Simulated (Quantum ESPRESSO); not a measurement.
# C (Fd-3m) in Quantum ESPRESSO: further runs, part 2 of 2

Quantum ESPRESSO 7.5. Earlier steps stand in the parts before.

### Step 3. Phonons and Raman activities, PBE

File pw.in:

```
&CONTROL
  calculation = 'scf'
  prefix = 'pwscf'
  outdir = './tmp'
  pseudo_dir = './pseudo'
  tprnfor = .true.
  tstress = .true.
  disk_io = 'low'
/
&SYSTEM
  ibrav = 0
  nat = 2
  ntyp = 1
  ecutwfc = 45
  ecutrho = 360
  nbnd = 9
  occupations = 'smearing'
  smearing = 'fd'
  degauss = 0.00367493
/
&ELECTRONS
  conv_thr = 4d-10
  electron_maxstep = 120
  mixing_beta = 0.5
/
ATOMIC_SPECIES
C     12.0110 c_pbe_v1.2.uspp.F.UPF
CELL_PARAMETERS angstrom
   0.0000000000    1.7833700000    1.7833700000
   1.7833700000    0.0000000000    1.7833700000
   1.7833700000    1.7833700000    0.0000000000
ATOMIC_POSITIONS crystal
C      0.7500000000    0.7500000000    0.7500000000
C      0.5000000000    0.5000000000    0.5000000000
K_POINTS automatic
10 10 10 1 1 1
```

File relax.in:

```
&CONTROL
  calculation = 'vc-relax'
  prefix = 'pwscf'
  outdir = './tmp'
  pseudo_dir = './pseudo'
  tprnfor = .true.
  tstress = .true.
  disk_io = 'low'
  nstep = 40
  forc_conv_thr = 0.0001
  etot_conv_thr = 1d-06
/
&SYSTEM
  ibrav = 0
  nat = 2
  ntyp = 1
  ecutwfc = 45
  ecutrho = 360
  nbnd = 9
  occupations = 'smearing'
  smearing = 'fd'
  degauss = 0.00367493
/
&ELECTRONS
  conv_thr = 4d-10
  electron_maxstep = 120
  mixing_beta = 0.5
/
&IONS
  ion_dynamics = 'bfgs'
/
&CELL
  cell_dynamics = 'bfgs'
  press = 0
  press_conv_thr = 0.2
/
ATOMIC_SPECIES
C     12.0110 c_pbe_v1.2.uspp.F.UPF
CELL_PARAMETERS angstrom
   0.0000000000    1.7833700000    1.7833700000
   1.7833700000    0.0000000000    1.7833700000
   1.7833700000    1.7833700000    0.0000000000
ATOMIC_POSITIONS crystal
C      0.7500000000    0.7500000000    0.7500000000
C      0.5000000000    0.5000000000    0.5000000000
K_POINTS automatic
10 10 10 1 1 1
```

File scf2.in:

```
&CONTROL
  calculation = 'scf'
  prefix = 'pwscf'
  outdir = './tmp'
  pseudo_dir = './pseudo'
  tprnfor = .true.
  tstress = .true.
  disk_io = 'low'
/
&SYSTEM
  ibrav = 0
  nat = 2
  ntyp = 1
  ecutwfc = 45
  ecutrho = 360
  nbnd = 9
  occupations = 'fixed'
/
&ELECTRONS
  conv_thr = 1d-13
  electron_maxstep = 120
  mixing_beta = 0.5
  startingpot = 'file'
  startingwfc = 'file'
/
ATOMIC_SPECIES
C     12.0110 c_pbe_v1.2.uspp.F.UPF
CELL_PARAMETERS angstrom
   0.0000000000    1.7854435295    1.7854435295
   1.7854435295    0.0000000000    1.7854435295
   1.7854435295    1.7854435295    0.0000000000
ATOMIC_POSITIONS crystal
C      0.7500000000    0.7500000000    0.7500000000
C      0.5000000000    0.5000000000    0.5000000000
K_POINTS automatic
10 10 10 1 1 1
```

File ph.in:

```
raman of C
&INPUTPH
  prefix = 'pwscf'
  outdir = './tmp'
  tr2_ph = 1d-18
  fildyn = 'dyn'
  niter_ph = 90
  alpha_mix(1) = 0.7
  epsil = .true.
/
0.0000000000 0.0000000000 0.0000000000
```

File dynmat.in:

```
&INPUT
  fildyn = 'dyn'
  asr = 'crystal'
  lperm = .true.
  filout = 'dynmat.disp'
  fileig = 'dynmat.eig'
/
```

File dynmat_lo.in:

```
&INPUT
  fildyn = 'dyn'
  asr = 'crystal'
  filout = 'dynmat_lo.disp'
  fileig = 'dynmat_lo.eig'
  q(1) = 0
  q(2) = 0
  q(3) = 1
/
```

File scf_1x+.in:

```
&CONTROL
  calculation = 'scf'
  prefix = 'pwscf'
  outdir = './tmp'
  pseudo_dir = './pseudo'
  tprnfor = .true.
  disk_io = 'low'
/
&SYSTEM
  ibrav = 0
  nat = 2
  ntyp = 1
  ecutwfc = 45
  ecutrho = 360
  nbnd = 9
  occupations = 'fixed'
/
&ELECTRONS
  conv_thr = 1d-12
  electron_maxstep = 120
  mixing_beta = 0.5
/
ATOMIC_SPECIES
C     12.0110 c_pbe_v1.2.uspp.F.UPF
CELL_PARAMETERS angstrom
   0.0000000000    1.7854435295    1.7854435295
   1.7854435295    0.0000000000    1.7854435295
   1.7854435295    1.7854435295    0.0000000000
ATOMIC_POSITIONS crystal
C      0.7457993631    0.7542006369    0.7542006369
C      0.5000000000    0.5000000000    0.5000000000
K_POINTS automatic
10 10 10 1 1 1
```

File eps_1x+.in:

```
dielectric tensor, atom 1 moved
&INPUTPH
  prefix = 'pwscf'
  outdir = './tmp'
  tr2_ph = 1d-16
  epsil = .true.
  trans = .false.
  zeu = .false.
/
0.0 0.0 0.0
```

File scf_1x-.in:

```
&CONTROL
  calculation = 'scf'
  prefix = 'pwscf'
  outdir = './tmp'
  pseudo_dir = './pseudo'
  tprnfor = .true.
  disk_io = 'low'
/
&SYSTEM
  ibrav = 0
  nat = 2
  ntyp = 1
  ecutwfc = 45
  ecutrho = 360
  nbnd = 9
  occupations = 'fixed'
/
&ELECTRONS
  conv_thr = 1d-12
  electron_maxstep = 120
  mixing_beta = 0.5
/
ATOMIC_SPECIES
C     12.0110 c_pbe_v1.2.uspp.F.UPF
CELL_PARAMETERS angstrom
   0.0000000000    1.7854435295    1.7854435295
   1.7854435295    0.0000000000    1.7854435295
   1.7854435295    1.7854435295    0.0000000000
ATOMIC_POSITIONS crystal
C      0.7542006369    0.7457993631    0.7457993631
C      0.5000000000    0.5000000000    0.5000000000
K_POINTS automatic
10 10 10 1 1 1
```

File eps_1x-.in:

```
dielectric tensor, atom 1 moved
&INPUTPH
  prefix = 'pwscf'
  outdir = './tmp'
  tr2_ph = 1d-16
  epsil = .true.
  trans = .false.
  zeu = .false.
/
0.0 0.0 0.0
```

Potentials or basis: GBRV 1.5 PBE.

Run with:

```
$ OMP_NUM_THREADS=1 mpirun -n 4 pw.x -nk 4 -in pw.in > pw.out
$ OMP_NUM_THREADS=1 mpirun -n 4 pw.x -nk 4 -in relax.in > relax.out
$ OMP_NUM_THREADS=1 mpirun -n 4 pw.x -nk 4 -in scf2.in > scf2.out
$ OMP_NUM_THREADS=1 mpirun -n 4 ph.x -nk 4 -in ph.in > ph.out
$ OMP_NUM_THREADS=1 mpirun -n 1 dynmat.x -in dynmat.in > dynmat.out
$ OMP_NUM_THREADS=1 mpirun -n 1 dynmat.x -in dynmat_lo.in > dynmat_lo.out
$ OMP_NUM_THREADS=1 mpirun -n 4 pw.x -nk 4 -in scf_1x+.in > scf_1x+.out
$ OMP_NUM_THREADS=1 mpirun -n 4 ph.x -nk 4 -in eps_1x+.in > eps_1x+.out
$ OMP_NUM_THREADS=1 mpirun -n 4 pw.x -nk 4 -in scf_1x-.in > scf_1x-.out
$ OMP_NUM_THREADS=1 mpirun -n 4 ph.x -nk 4 -in eps_1x-.in > eps_1x-.out
$ OMP_NUM_THREADS=1 mpirun -n 4 pw.x -nk 4 -in scf_1y+.in > scf_1y+.out
$ OMP_NUM_THREADS=1 mpirun -n 4 ph.x -nk 4 -in eps_1y+.in > eps_1y+.out
$ OMP_NUM_THREADS=1 mpirun -n 4 pw.x -nk 4 -in scf_1y-.in > scf_1y-.out
$ OMP_NUM_THREADS=1 mpirun -n 4 ph.x -nk 4 -in eps_1y-.in > eps_1y-.out
$ OMP_NUM_THREADS=1 mpirun -n 4 pw.x -nk 4 -in scf_1z+.in > scf_1z+.out
$ OMP_NUM_THREADS=1 mpirun -n 4 ph.x -nk 4 -in eps_1z+.in > eps_1z+.out
$ OMP_NUM_THREADS=1 mpirun -n 4 pw.x -nk 4 -in scf_1z-.in > scf_1z-.out
$ OMP_NUM_THREADS=1 mpirun -n 4 ph.x -nk 4 -in eps_1z-.in > eps_1z-.out
```

pw.out:

```text
This program is part of the open-source Quantum ESPRESSO suite
     for quantum simulation of materials; please cite
[... 6 lines left out ...]
     using ibrav=0 with symmetry is DISCOURAGED, use correct ibrav instead

     K-points division:     npool     =       4
     Subspace diagonalization in iterative solution of the eigenvalue problem:
     a serial algorithm will be used

     G-vector sticks info
     --------------------
     sticks:   dense  smooth     PW     G-vecs:    dense   smooth      PW
     Sum         559     283    109                 8801     3119     701

     Using Slab Decomposition

     bravais-lattice index     =            0
     lattice parameter (alat)  =       4.7660  a.u.
     unit-cell volume          =      76.5510 (a.u.)^3
     number of atoms/cell      =            2
     number of atomic types    =            1
     number of electrons       =         8.00
     number of Kohn-Sham states=            9
     kinetic-energy cutoff     =      45.0000  Ry
     charge density cutoff     =     360.0000  Ry
     scf convergence threshold =      4.0E-10
     mixing beta               =       0.5000
     number of iterations used =            8  plain     mixing
     Exchange-correlation= SLA  PW   PBE  PBE
                           (   1   4   3   4   0   0   0)

     celldm(1)=   4.766014  celldm(2)=   0.000000  celldm(3)=   0.000000
     celldm(4)=   0.000000  celldm(5)=   0.000000  celldm(6)=   0.000000

     crystal axes: (cart. coord. in units of alat)
               a(1) = (   0.000000   0.707107   0.707107 )
               a(2) = (   0.707107   0.000000   0.707107 )
               a(3) = (   0.707107   0.707107   0.000000 )

     reciprocal axes: (cart. coord. in units 2 pi/alat)
               b(1) = ( -0.707107  0.707107  0.707107 )
               b(2) = (  0.707107 -0.707107  0.707107 )
               b(3) = (  0.707107  0.707107 -0.707107 )

     PseudoPot. # 1 for C  read from file:
     c_pbe_v1.2.uspp.F.UPF
     Pseudo is Ultrasoft + core correction, Zval =  4.0
     Generated by new atomic code, or converted to UPF format
     Using radial grid of  721 points,  4 beta functions with:
                l(1) =   0
                l(2) =   0
                l(3) =   1
                l(4) =   1
     Q(r) pseudized with  8 coefficients,  rinner =    1.100   1.100   1.100

     atomic species   valence    mass     pseudopotential
     C                 4.00    12.01100     C ( 1.00)

     48 Sym. Ops., with inversion, found (24 have fractional translation)

   Cartesian axes

     site n.     atom                  positions (alat units)
         1        C      tau(   1) = (   1.0606602   1.0606602   1.0606602  )
         2        C      tau(   2) = (   0.7071068   0.7071068   0.7071068  )

     number of k points=   110  Fermi-Dirac smearing, width (Ry)=  0.0037

     Number of k-points >= 100: set verbosity='high' to print them.

     Dense  grid:     8801 G-vectors     FFT dimensions: (  32,  32,  32)

     Smooth grid:     3119 G-vectors     FFT dimensions: (  24,  24,  24)

     Initial potential from superposition of free atoms

     starting charge       7.9999, renormalised to       8.0000
     Starting wfcs are    8 randomized atomic wfcs +    1 random wfcs

     Self-consistent Calculation

     iteration #  1     ecut=    45.00 Ry     beta= 0.50
     Davidson diagonalization with overlap
     ethr =  1.00E-02,  avg # of iterations =  4.1

     total energy              =     -22.96196120 Ry
     estimated scf accuracy    <       0.11634350 Ry

     iteration #  2     ecut=    45.00 Ry     beta= 0.50
     Davidson diagonalization with overlap
     ethr =  1.45E-03,  avg # of iterations =  1.1

     total energy              =     -22.96018249 Ry
     estimated scf accuracy    <       0.01681804 Ry

     iteration #  3     ecut=    45.00 Ry     beta= 0.50
     Davidson diagonalization with overlap
     ethr =  2.10E-04,  avg # of iterations =  1.9

     total energy              =     -22.96159792 Ry
     estimated scf accuracy    <       0.00016863 Ry

     iteration #  4     ecut=    45.00 Ry     beta= 0.50
     Davidson diagonalization with overlap
     ethr =  2.11E-06,  avg # of iterations =  4.6

     total energy              =     -22.96162609 Ry
     estimated scf accuracy    <       0.00000081 Ry

     iteration #  5     ecut=    45.00 Ry     beta= 0.50
     Davidson diagonalization with overlap
     ethr =  1.01E-08,  avg # of iterations =  2.7

     total energy              =     -22.96162663 Ry
     estimated scf accuracy    <       0.00000007 Ry

     iteration #  6     ecut=    45.00 Ry     beta= 0.50
     Davidson diagonalization with overlap
     ethr =  8.63E-10,  avg # of iterations =  2.0

     total energy              =     -22.96162665 Ry
     estimated scf accuracy    <          5.9E-09 Ry

     iteration #  7     ecut=    45.00 Ry     beta= 0.50
     Davidson diagonalization with overlap
     ethr =  7.41E-11,  avg # of iterations =  2.0

     End of self-consistent calculation

     Number of k-points >= 100: set verbosity='high' to print the bands.

     the Fermi energy is    15.5035 ev

!    total energy              =     -22.96162665 Ry
     estimated scf accuracy    <          7.5E-11 Ry
     smearing contrib. (-TS)   =       0.00000000 Ry
     internal energy E=F+TS    =     -22.96162665 Ry

     The total energy is F=E-TS. E is the sum of the following terms:
     one-electron contribution =       8.05176878 Ry
     hartree contribution      =       1.93307283 Ry
     xc contribution           =      -7.37177977 Ry
     ewald contribution        =     -25.57468850 Ry

     convergence has been achieved in   7 iterations

     Forces acting on atoms (cartesian axes, Ry/au):

     atom    1 type  1   force =    -0.00000000    0.00000000   -0.00000000
     atom    2 type  1   force =     0.00000000   -0.00000000    0.00000000

     Total force =     0.000000     Total SCF correction =     0.000000

     Computing stress (Cartesian axis) and pressure

          total   stress  (Ry/bohr**3)                   (kbar)     P=       15.29
   0.00010391   0.00000000  -0.00000000           15.29        0.00       -0.00
   0.00000000   0.00010391   0.00000000            0.00       15.29        0.00
  -0.00000000   0.00000000   0.00010391           -0.00        0.00       15.29

=------------------------------------------------------------------------------=
   JOB DONE.
=------------------------------------------------------------------------------=
```

Wall time 11 min (4 MPI ranks of Intel Xeon at 2.50GHz (Skylake/Cascade Lake), shared host); peak memory 0.28 GiB.

Results:

- Free energy: -312.4091 eV
- Relaxed volume: 5.69 Å³/atom
- Relaxed cell: a = 2.525 Å, b = 2.525 Å, c = 2.525 Å, α = 60.00°, β = 60.00°, γ = 60.00°
- Space group after relaxing (to 0.05 Å): Fd-3m (No. 227)
- Pressure after relaxing: 0.0 GPa
- Electronic dielectric tensor (diagonal): 5.82
- Born charges (mean of the diagonal): C -0.00 e
- Highest phonon frequency at Γ: 1294 cm⁻¹
- Static dielectric tensor (diagonal): 5.82

Step by step:
| step | energy change (eV) | largest force (eV/Å) | pressure (GPa) | volume (Å³) |
| --- | --- | --- | --- | --- |
| 1 | 0.0000 | 0.0000 | 1.53 | 11.34 |
| 2 | 0.0001 | 0.0000 | -1.85 | 11.43 |
| 3 | -0.0002 | 0.0000 | 0.00 | 11.38 |
| 4 | -0.0002 | 0.0000 | 0.00 | 11.38 |

Final structure:
```
CELL_PARAMETERS angstrom
0.00000 1.78544 1.78544
1.78544 0.00000 1.78544
1.78544 1.78544 0.00000
ATOMIC_POSITIONS crystal
C 0.75000 0.75000 0.75000
C 0.50000 0.50000 0.50000
```

Levels at points of the mesh, in eV from the valence-band top:
| k point | band 2 | band 3 | band 4 | band 5 | band 6 | band 7 |
| --- | --- | --- | --- | --- | --- | --- |
| (0.05, 0.05, 0.05) | -0.36 | 0.00 | 0.00 | 5.87 | 5.87 | 6.00 |

Phonon frequencies in cm⁻¹ (negative: imaginary):
| q point | frequencies |
| --- | --- |
| (0.000, 0.000, 0.000) | 3 3 3 1294 1294 1294 |

Electronic dielectric tensor:
```
5.82 0.00 0.00
0.00 5.82 0.00
0.00 0.00 5.82
```

Born effective charge tensors (e):
atom 1, C
```
0.00 0.00 0.00
0.00 0.00 0.00
0.00 0.00 0.00
```
atom 2, C
```
0.00 0.00 0.00
0.00 0.00 0.00
0.00 0.00 0.00
```

Optical modes at Γ, degenerate ones joined, polar ones without the macroscopic field:
| cm⁻¹ | components | symmetry | active in | IR intensity, summed ((D/Å)²/amu) |
| --- | --- | --- | --- | --- |
| 1294 | 3 | T2g | Raman | 0.00 |

Static dielectric tensor, electrons and zone-centre modes:
```
5.82 0.00 0.00
0.00 5.82 0.00
0.00 0.00 5.82
```

Non-resonant Raman activities from finite differences of the dielectric tensor, degenerate modes summed:
| cm⁻¹ | modes | symmetry | activity (Å⁴/amu) |
| --- | --- | --- | --- |
| 1294 | 3 | T2g | 236.6 |

Volume times the derivative of the susceptibility by an atom's move (Å²), components over 0.05:
| atom | move | component | value |
| --- | --- | --- | --- |
| 1 C | x | yz | 4.75 |
| 1 C | y | xz | 4.75 |
| 1 C | z | xy | 4.75 |
| 2 C | x | yz | -4.75 |
| 2 C | y | xz | -4.75 |
| 2 C | z | xy | -4.75 |
